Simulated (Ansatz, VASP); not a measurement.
## SnSe: VASP beside Ansatz

```
CELL_PARAMETERS angstrom
4.19785 0.00000 0.00000
0.00000 4.19785 0.00000
0.00000 0.00000 10.76633
ATOMIC_POSITIONS crystal
Sn 0.00000 0.50000 0.62777
Sn 0.50000 0.00000 0.37223
Se 0.00000 0.50000 0.38396
Se 0.50000 0.00000 0.61604
```

Alike in both runs: task single point; functional PBEsol; k mesh 6 × 6 × 3; occupations fermi-dirac, width 0.05 eV; no spin polarisation.

|  | VASP | Ansatz |
| --- | --- | --- |
| version | VASP 6.6.1 | Ansatz 0.2.0 |
| potentials or method | VASP PAW PBE potentials, release 64 (Sn_d, Se) | Ansatz PAW |
| plane-wave cutoff (eV) | 520 | 420 |
| valence electrons in the cell | 40 | 60 |

|  | VASP | Ansatz | Ansatz less VASP |
| --- | --- | --- | --- |
| gap on the k mesh at the Fermi level (eV) | 1.39 | 1.40 | +0.009 |
| least direct gap on the mesh (eV) | 1.39 | 1.40 | +0.009 |
| rms of the force components (eV/Å) | 0.240 | 0.228 | -0.0111 |

Atom by atom the forces differ by 0.011 eV/Å (rms over components). The two sets of potentials don't hold the same shells in valence.

Caveats: spin-orbit coupling is left out, which moves the levels of the heavy elements; the PAW data sets were made with another functional, which shifts forces and pressure a little (VASP); odd divisions of the mesh miss points on the zone boundary, where band edges often lie, so the gap on the mesh can be too wide (Ansatz); the PAW data sets come from PBE, with cores solved anew for the run's functional, which leaves a small shift of forces and pressure (Ansatz).
